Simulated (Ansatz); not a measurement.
The system is ZrN.

```
Zr N
1.0
     0.00000    2.30000    2.30000
     2.30000    0.00000    2.30000
     2.30000    2.30000    0.00000
Zr N
1 1
Direct
  0.50000 0.50000 0.50000
  0.00000 0.00000 0.00000
```

* Program: Ansatz 0.2.0
* Task: relaxation of cell and atoms
* Functional: PBEsol
* Dispersion: D4
* Potentials or basis: all-electron LAPW, scalar-relativistic
* Basis error allowed: 0.001 eV/atom
* k mesh: 10 × 10 × 10
* Occupations: fermi-dirac, width 0.05 eV
* Spin: no spin polarisation

At the start: volume 12.17 Å³/atom.

Q: How do energy, volume and symmetry change on relaxing?

A: Over 5 steps the energy falls by 16.4 meV/atom and the volume is 11.68 Å³/atom (-4.0 %); space group Fm-3m (No. 225, to 0.05 Å).

The path:
```tsv
step	energy change (eV)	largest force (eV/Å)	volume (Å³)
1	0.0000	0.0000	24.33
2	-0.0172	0.0000	22.72
3	-0.0326	0.0000	23.40
4	-0.0327	0.0000	23.35
5	-0.0327	0.0000	23.35
```

Final structure:
```
Zr N
1.0
     0.00000    2.26871    2.26871
     2.26871    0.00000    2.26871
     2.26871    2.26871    0.00000
Zr N
1 1
Direct
  0.50000 0.50000 0.50000
  0.00000 0.00000 0.00000
```
